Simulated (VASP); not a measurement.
Write the native input for VASP 6.6.1 that does the following.

* Task: single point
* Functional: PBE
* Potentials or basis: VASP PAW PBE potentials, release 64 (H)
* Cutoff: 900 eV
* k mesh: 8 × 8 × 8
* Occupations: gaussian, width 0.02 eV
* Spin: no spin polarisation
* Further INCAR settings: ADDGRID = False; ALGO = Normal; EDIFF = 1e-08

The structure of H lies in POSCAR:

```
H
1.0
   -1.6915344700      1.6915344700      2.0584739900
    1.6915344700     -1.6915344700      2.0584739900
    1.6915344700      1.6915344700     -2.0584739900
H
2
Direct
    0.0901377100      0.0901377100      0.0000000000
    0.9098622900      0.9098622900      0.0000000000
```

These files were run (other wordings do the same):

INCAR

```
SYSTEM = H
  PREC = Accurate
  ENCUT = 900
  EDIFF = 1E-8
  ISMEAR = 0
  SIGMA = 0.02
  LREAL = .FALSE.
  LASPH = .TRUE.
  NELM = 100
  ALGO = Normal
  ISIF = 2
  LWAVE = .FALSE.
  LCHARG = .FALSE.
  GGA = PE
  ADDGRID = .FALSE.
```

KPOINTS

```
Automatic mesh
0
G
  8 8 8
  0 0 0
```

Potentials or basis: VASP PAW PBE potentials, release 64 (H).

Launch:

```sh
$ cat potpaw_PBE.64/H/POTCAR > POTCAR
$ mpirun -np 1 vasp_std > vasp.out
```

Results of the run:

The pressure is 0.8 GPa. The largest force is 0.254 eV/Å and the band gap on the k mesh is 8.94 eV, indirect (least direct gap 9.75 eV).

It took 6.5 s on 1 thread of Intel(R) Xeon(R) Platinum 8488C (Sapphire Rapids) (shared host), peak memory 0.16 GiB.
